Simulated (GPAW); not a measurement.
Pb in GPAW: convergence with smearing width (eV)

Pb:

```
Pb
1.0
     0.00000    3.43900    3.43900
     3.43900    0.00000    3.43900
     3.43900    3.43900    0.00000
Pb
2
Direct
  0.25000 0.25000 0.25000
  0.00000 0.00000 0.00000
```

This isn't the form of Pb at room conditions, which is fcc.

```yaml
Program: GPAW 26.7.0
Task: convergence study
Functional: RPBE
Potentials_or_basis: the program's PAW data sets (release 1.2.1) made for this functional
Cutoff: 600 eV
Basis: pw
k_mesh: 7 × 7 × 7
Occupations: fermi-dirac, width 0.5 eV
Spin: no spin polarisation
```

These are the settings of the first run; the series varies smearing width (eV), with any setting tied to it.

Hardware: 1 thread of Arm Neoverse V1 (shared host).

Q: The values tried are 0.5, 0.3, 0.2, 0.15, 0.1, 0.05, 0.025, 0.01, loosest first. From which on does the energy stay within 1 meV/atom of the tightest run that finished?

A: From 0.05 on.

```csv
smearing width (eV),"energy less the tightest run, at zero smearing (meV/atom)",pressure (GPa),SCF cycles,CPU time (s),peak memory (GiB)
0.5,37.29,4.56,9,25,0.18
0.3,10.66,3.69,9,25,0.18
0.2,1.79,3.43,9,25,0.18
0.15,-0.46,3.35,9,25,0.18
0.1,-1.06,3.30,9,26,0.18
0.05,-0.29,3.29,9,25,0.18
0.025,-0.03,3.29,9,25,0.18
0.01,0.00,3.28,9,25,0.18
```

Against the tightest run, the pressure stays within 0.1 GPa from 0.15 on. Narrower smearing needs a denser k mesh, so at a fixed mesh the narrowest width isn't the most accurate. The tightest run that finished is the yardstick and may itself not be fully converged.

Spin-orbit coupling is left out, which matters for the levels of Pb.
